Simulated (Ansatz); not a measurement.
Crystal: Mg.

```
CELL_PARAMETERS angstrom
3.20930 0.00000 0.00000
-1.60465 2.77934 0.00000
0.00000 0.00000 5.21030
ATOMIC_POSITIONS crystal
Mg 0.66667 0.33333 0.75000
Mg 0.33333 0.66667 0.25000
```

* Program: Ansatz 0.2.0
* Task: relaxation of cell and atoms
* Functional: r2SCAN
* Dispersion: D3(BJ)
* Potentials or basis: Ansatz PAW
* Cutoff: 500 eV (not typed: the program's choice for these potentials)
* k mesh: 10 × 10 × 5
* Occupations: fermi-dirac, width 0.05 eV
* Spin: no spin polarisation

At the start: volume 23.24 Å³/atom.

**Question.** How do energy, volume and symmetry change on relaxing?

**Answer.** It ends after 7 steps and the volume is 22.07 Å³/atom (-5.0 %); space group P6_3/mmc (No. 194, to 0.05 Å).

Step by step:
| step | energy change (eV) | largest force (eV/Å) | volume (Å³) |
| --- | --- | --- | --- |
| 1 | 0.0000 | 0.0000 | 46.47 |
| 2 | -0.0168 | 0.0000 | 44.40 |
| 3 | -0.0178 | 0.0000 | 44.01 |
| 4 | -0.0182 | 0.0000 | 43.93 |
| 5 | -0.0183 | 0.0000 | 44.08 |
| 6 | -0.0183 | 0.0000 | 44.15 |
| 7 | -0.0178 | 0.0000 | 44.15 |

Final structure:
```cif
data_structure
_symmetry_space_group_name_H-M 'P 1'
_symmetry_Int_Tables_number 1
_cell_length_a 3.1275
_cell_length_b 3.1275
_cell_length_c 5.2118
_cell_angle_alpha 90.000
_cell_angle_beta 90.000
_cell_angle_gamma 120.000
_cell_volume 44.15
loop_
_atom_site_label
_atom_site_type_symbol
_atom_site_fract_x
_atom_site_fract_y
_atom_site_fract_z
_atom_site_occupancy
Mg1 Mg 0.66667 0.33333 0.75000 1
Mg2 Mg 0.33333 0.66667 0.25000 1
```

Caveat: the plane-wave basis is chosen anew once the cell has moved, so the energies of steps on either side of that aren't comparable; pairwise dispersion overbinds metals, which lowers pressure and volume; the PAW data sets come from PBE, with cores solved anew for the run's functional, which leaves a small shift of forces and pressure; the dispersion damping was fitted for another functional or another form of the correction.
